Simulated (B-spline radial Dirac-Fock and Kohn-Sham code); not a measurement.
The Sn-like isoelectronic sequence (50 electrons), Z = 71 to 83

The computed values come from a radial finite-basis atomic code: Dirac-Fock (average of configuration) total-energy differences with a finite nucleus, the Breit interaction including its frequency dependence, and self-energy and vacuum-polarisation corrections. Binding energies in eV, tabulated ground configurations ([Kr] 4d10 4f4 throughout). Correlation and solid-state effects are left out.

```tsv
ion	2s	3s	3p1/2	outermost level	NIST ionisation energy
Lu²¹⁺	11503.4	3128.1	2896.5	574.5 (4f)	600 ± 30
Hf²²⁺	11949.6	3279.8	3042.6	624.0 (4f)	650 ± 30
Ta²³⁺	12407.0	3435.8	3192.9	675.3 (4f)	700 ± 30
W²⁴⁺	12875.9	3596.2	3347.5	728.3 (4f)	734.1 ± 1.7
Re²⁵⁺	13356.5	3761.0	3506.6	783.1 (4f)	810 ± 40
Os²⁶⁺	13848.8	3930.4	3670.0	839.6 (4f)	870 ± 40
Ir²⁷⁺	14353.4	4104.4	3838.0	897.9 (4f)	920 ± 50
Pt²⁸⁺	?	?	?	?	?
Au²⁹⁺	15399.5	4466.2	4187.7	1019.7 (4f)	1040 ± 50
Hg³⁰⁺	15941.6	4654.3	4369.6	1083.2 (4f)	1110 ± 60
Tl³¹⁺	16496.8	4847.2	4556.2	1148.5 (4f)	1170 ± 60
Pb³²⁺	17065.3	5045.0	4747.7	1215.5 (4f)	1240 ± 60
Bi³³⁺	17647.4	5247.8	4944.1	1284.2 (4f)	1310 ± 70
```

Question: Fill in the row of Pt²⁸⁺.

Answer: 2s 14870.1, 3s 4282.9, 3p1/2 4010.6, outermost 958.0 (4f), NIST 980 ± 50 eV.

NIST's values are for the lowest levels; a dash marks a value that is missing or belongs to another shell. Their kind here: semi-empirical, theoretical. Where a p, d or f shell is open in either ion the computed value averages over both j values and all terms, while the table refers to the lowest levels; that difference holds spin-orbit splitting (largest in heavy or highly charged ions), term energies where several electrons share open shells, and correlation, and it can reach 10 % or more.
